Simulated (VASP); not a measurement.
The system is AgCl.

```
Ag Cl
1.0
     0.00000    2.99325    2.99325
     2.99325    0.00000    2.99325
     2.99325    2.99325    0.00000
Ag Cl
1 1
Direct
  0.00000 0.00000 0.00000
  0.25000 0.25000 0.25000
```

The cell was built by a generator and needn't be a form met in nature.

Program: VASP 6.6.1. Alike in all runs: task single point; no spin polarisation; cell as given; cutoff (eV) 520; smearing gaussian 0.01 eV.

**Question.** Order these runs on this cell by their band gap on the k mesh, lowest first.
A. level HSE06; potentials or basis VASP PAW PBE potentials, release 64 (Ag, Cl); k mesh 4 × 4 × 4; exchange at q = 0 truncated; grid for exact exchange (PRECFOCK) Normal; screening parameter 0.2079 1/A; mesh quality coarse
B. level PBE; potentials or basis VASP PAW PBE potentials, release 64 (Ag, Cl); k mesh 6 × 6 × 6; mesh quality not flagged
C. level PBE0; potentials or basis VASP PAW PBE potentials, release 64 (Ag, Cl); k mesh 4 × 4 × 4; exchange at q = 0 truncated; grid for exact exchange (PRECFOCK) Normal; mesh quality coarse
D. level LDA; potentials or basis VASP PAW LDA potentials, release 64 (Ag, Cl); k mesh 6 × 6 × 6; mesh quality not flagged

**Answer.** D (0.97 eV), B (1.25 eV), A (2.70 eV), C (3.43 eV).

Caveats: some runs use coarse meshes.
